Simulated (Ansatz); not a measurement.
The same calculation of C, space group C2/m as a Python script and as an input file (Ansatz's Python interface).

The script, `bands_c.py`:
```python
# -*- coding: utf-8 -*-
'''Band structure of C.'''

import ansatz as az
import numpy as np

XC = 'PBEsol'
KMESH = (16, 16, 10)
OCCUPATIONS = 'gaussian'
WIDTH_EV = 0.1
N_EMPTY = 8


def main():
    lattice = az.Lattice.of(
        (2.12732, -1.228282, 0.0),
        (2.12732, 1.228282, 0.0),
        (-1.37907, 0.0, 3.50283),
    )
    sites = [
        ('C', (0.833356, 0.833356, 9.3e-05)),
        ('C', (0.166644, 0.166644, 0.999907)),
    ]
    xtal = az.Crystal(lattice=lattice)
    for symbol, position in sites:
        xtal = xtal.atom(symbol, position)

    # high-symmetry points in fractions of the reciprocal vectors
    path = [
        ('C_2', (-0.65374, -0.34626, 0.0)),
        ('Y_2', (-0.5, -0.5, 0.0)),
        ('G', (0.0, 0.0, 0.0)),
        ('M_2', (-0.5, -0.5, 0.5)),
        ('D', (-0.69359, -0.30641, 0.5)),
    ]
    calculation = (
        xtal.calculation()
        .functional(XC)
        .pseudopotentials('paw')
        .kpoints(*KMESH)
        .occupations(OCCUPATIONS, width=WIDTH_EV)
        .band_structure([point for _, point in path], intervals=10)
        .scf(extra_bands=N_EMPTY)
    )
    def show(event):
        row = event['data']
        if event['event'] == 'scf_iter' and row.get('harris_foulkes_ev') is not None:
            print(f'  iteration {row["iter"]:3d}  Harris-Foulkes {row["harris_foulkes_ev"]:.5f} eV  residual {row["dr2_ev"]:.2e}')


    outcome = calculation.session().plan().execute(on_event=show)
    summary = outcome.report

    n_atoms = len(summary['lattice']['sites'])
    print('F =', round(summary['free_energy_ev'], 4), 'eV for', n_atoms, 'atoms')
    print('E(sigma -> 0) =', round(summary['energy_sigma0_ev'], 4), 'eV, TS =', round(summary['entropy_ts_ev'], 5), 'eV')
    print('closed by', summary['closed_by'], 'after', summary['n_iterations'], 'iterations')

    used = summary['setup']
    print('cutoffs (eV):', used['ecut_ev'], used['ecutrho_ev'], ' FFT grid:', used['fft_dense'])
    print('cell volume {:.3f} A^3, {} symmetry operations'.format(used['cell_volume_ang3'], used['n_sym_ops']))

    bands = outcome.band_structure()
    fermi = bands.fermi_energy_ev
    print(f'zero of the bands: {fermi:.3f} eV, the Fermi level found on the SCF mesh')
    for spin, channel in enumerate(bands.channels):
        print('channel', spin, '- computed levels within 8 eV of the Fermi level')
        for i, (label, _) in enumerate(path):
            levels = channel.eigenvalues_ev[i * 10] - fermi
            print(f'  {label:3s}', ' '.join(f'{e:7.3f}' for e in levels if abs(e) < 8))


if __name__ == '__main__':
    main()
```

```console
$ python bands_c.py
DeckWarning: basis.ecutwfc = 420 eV, auto-derived from the records' recommended cutoffs: set by C (normal level)
  iteration   1  Harris-Foulkes -493.38112 eV  residual 1.10e-03
  iteration   2  Harris-Foulkes -493.38142 eV  residual 1.59e-04
  iteration   3  Harris-Foulkes -493.38148 eV  residual 4.67e-06
  iteration   4  Harris-Foulkes -493.38149 eV  residual 1.73e-07
  iteration   5  Harris-Foulkes -493.38149 eV  residual 5.01e-09
  iteration   6  Harris-Foulkes -493.38149 eV  residual 3.73e-10
F = -493.3815 eV for 2 atoms
E(sigma -> 0) = -493.3815 eV, TS = 0.0 eV
closed by deck_thresholds after 6 iterations
cutoffs (eV): 420.0 1680.0  FFT grid: [18, 18, 27]
cell volume 18.305 A^3, 4 symmetry operations
zero of the bands: 6.564 eV, the Fermi level found on the SCF mesh
channel 0 - computed levels within 8 eV of the Fermi level
  C_2  -0.638   0.488
  Y_2  -6.492  -2.688   1.315   7.276
  G    -6.922  -3.029  -3.026   3.649
  M_2  -6.457  -2.178   1.851   7.569
  D    -1.270   0.995
```
(Warnings from the package without file and line.)

`input.yaml`:
```yaml
crystal:
  lattice:
    - [2.12732, -1.228282, 0.0]
    - [2.12732, 1.228282, 0.0]
    - [-1.37907, 0.0, 3.50283]
  atoms:
    - { symbol: C, position: [0.833356, 0.833356, 9.3e-05] }
    - { symbol: C, position: [0.166644, 0.166644, 0.999907] }
kpoints:
  mp_grid: { grid: [16, 16, 10] }
  band_path:
    path:
      - [-0.65374, -0.34626, 0.0]
      - [-0.5, -0.5, 0.0]
      - [0.0, 0.0, 0.0]
      - [-0.5, -0.5, 0.5]
      - [-0.69359, -0.30641, 0.5]
    npoints: 10
hamiltonian:
  xc: pbesol
  pseudopotentials: { kind: paw }
scf:
  n_extra_bands: 8
  occupations: { method: gaussian, width: 0.1 }
```

The program run on that file:
```console
$ ansatz run input.yaml --threads 1 --pin off --max-ram 3072MiB --backend cpu --events-out ev --progress --plain --runs-dir out
scf.n_extra_bands = 8 over 4 filled bands (N_el = 8.0): the run solves 12 bands
Engine: ansatz 0.2.0, x86_64-unknown-linux-gnu
Pseudopotentials: kind: paw
Pseudopotential: C, paw, valence charge 4, recommended cutoff 420 eV (normal), C.paw.azcp
Functional definition: PBEsol
  exchange = pbesol_x
  correlation = pbesol_c
Crystal: 2 atoms, lattice volume = 18.305 Å³
Basis set: ecut = 420 eV, 359 PW (Γ)
Bands: 12, of which v1, the nominal top of the filled ones, is band 4 counted from 1 (3 counted from 0)
Symmetry: 4 space group operations
Space group: C2/m (ITA 12), of the structure as read, at distance tolerance 2.6e-5 Å
k-points: 690 of 2560
Non-local potential: C, projectors of the file, l = 0: 2, l = 1: 2, l = 2: 1
PAW form: soft (Blöchl's): semilocal exchange-correlation on the pseudo side does not see the compensation charge
PAW frozen core: C, regenerated for the run's functional, and the local potential with it (the file was generated under x = pbe(κ = 0.804, μ = 0.2195149727645171), c = pbe(β = 0.06672455060314922))
PAW one-centre angular grid: C, 110 points (default); XC on 64 Gauss nodes
Initial density: superposition of atomic densities (neutral atoms: chi_scale 0, normalization atom), corrected by the library's trained network
Initial wavefunctions: pseudopotential atomic-orbital guess
Functional: x = pbesol(κ = 0.804, μ = 0.12345679012345678), c = pbesol(β = 0.046)
SCF iter   1: F=—  HF=-493.381122 eV  |F-HF|=—  |Δ(HF+E_count)|=         —  Δρ=3.34e-3  dr2=1.10e-3  ethr=1.77e-3  ⟨swp⟩=4.6  Hψ=45551  notcnv=0  defer=804
preconditioner: auto → none  [insulator: Δε(μ)=0.607 eV  Ē_g=23.770 eV  σ=0.100 eV  W_gap=1.00  n_scr=2 (ndim 8)  ℏωp=24.5 eV  f_vac=0.025  D(μ)=0.00/eV (n_scr^D=0)  ε∞_Penn≈2.1]
SCF iter   2: F=—  HF=-493.381416 eV  |F-HF|=—  |Δ(HF+E_count)|=   2.95e-4  Δρ=1.42e-3  dr2=1.59e-4  ethr=1.37e-5  ⟨swp⟩=2.3  Hψ=16284  notcnv=0  defer=1195
SCF iter   3: F=—  HF=-493.381485 eV  |F-HF|=—  |Δ(HF+E_count)|=   6.85e-5  Δρ=2.55e-4  dr2=4.67e-6  ethr=1.98e-6  ⟨swp⟩=2.3  Hψ=8793  notcnv=0  defer=1195
SCF iter   4: F=—  HF=-493.381491 eV  |F-HF|=—  |Δ(HF+E_count)|=   6.09e-6  Δρ=4.80e-5  dr2=1.73e-7  ethr=5.84e-8  ⟨swp⟩=3.0  Hψ=9135  notcnv=0  defer=1195
iter 5 did not close the SCF: its close was put off for the readings that it lacked (scf_convergence_deferred on its scf_iter line)
SCF iter   5: F=-493.381491 eV  HF=-493.381491 eV  |F-HF|=2.14e-9  |Δ(HF+E_count)|=   3.89e-7  Δρ=5.51e-6  dr2=5.01e-9  ethr=2.16e-9  ⟨swp⟩=2.1  Hψ=8841  notcnv=0  defer=1195
SCF iter   6: F=-493.381491 eV  HF=-493.381491 eV  |F-HF|=2.06e-10  |Δ(HF+E_count)|=  8.57e-10  Δρ=1.70e-6  dr2=3.73e-10  ethr=6.26e-11  ⟨swp⟩=4.8  Hψ=33864  notcnv=0
SCF 1 converged in 6 iterations: F = -493.381491 eV  dr2 = 3.73e-10
  greatest PAW one-centre occupation: 0.673 electrons in one spin orbital (limit 2), on the C atom at site 1 (counted from 0), in its partial waves of l = 0
NSCF: frozen V_eff on 41 k-points
SCF converged after 6 iterations
Free energy (F): -493.381491 eV
Harris-Foulkes:  -493.381491 eV  (|F-HF|=2.06e-10)
Internal energy: -493.381491 eV  (E = F + TS)
E sigma→0 (E₀):  -493.381491 eV
Entropy (-TS):   -0.000000 eV (-0.000 meV/atom)
Fermi energy:    6.563850 eV
--- Per-component energies (eV) ---
  E_band       = -21.142928
  E_kinetic    = 181.817511
  E_local      = -329.477043  (includes V_loc(G=0)·N_el)
  E_nonlocal   = 54.882601
  E_hartree    = 101.963370
  E_xc         = -95.236602
  E_vxc        = -118.368377  (∫ρ·V_xc dr)
  E_paw        = -190.978876  (= ΣΔE_a)
  E_vpaw       = -13.924080  (= ΣTr[D̂ρ^β])
  E_aug_tail   = 0.000017  (compensation charges beyond the density's cutoff)
  E_ewald      = -216.394670
  E_core_change = 0.042201  (= ΣΔE_core)
  E_smearing   = -0.000000  (= −TS)
  E_closure    = 0.000000  (closes the sum)
  Σ components = -493.381491   (vs F -493.381491, Δ=0.00e0)
--- Band table (eV; the first three rows and the last of 690) ---
  k-point 0: bands = ["-13.1523", "-0.3585", "3.5344", "3.5377", "10.2124", "14.9209", "14.9232", "18.0238", "19.4324", "28.9760", "30.5173", "34.0635"]
  k-point 1: bands = ["-13.1323", "-0.5414", "3.5334", "3.5365", "10.6352", "14.9179", "14.9199", "18.0357", "19.4189", "28.9408", "29.8952", "34.1113"]
  k-point 2: bands = ["-13.0792", "-0.9828", "3.5310", "3.5335", "11.7826", "14.9108", "14.9108", "18.0719", "19.3835", "28.1842", "28.8578", "34.3001"]
  k-point 689: bands = ["-7.7515", "-6.8118", "0.1073", "4.3858", "8.4147", "14.1328", "18.0777", "18.5849", "24.4857", "26.6153", "26.7992", "29.2776"]
```

Reading the output:
- Total energies depend on the potentials; only differences at equal settings carry meaning. A total without «per atom» is that of the cell as typed.
- Within a few hundredths of an angstrom the cell has the higher group R-3m; the lower one is a small distortion.
- An opening on this mesh may only mean that it misses a point where bands touch.
- Levels are Kohn-Sham eigenvalues on this mesh.
- Finished in 8.3 s on 1 thread of Intel(R) Xeon(R) Processor @ 2.30GHz, on a shared host, peak memory 0.58 GiB.
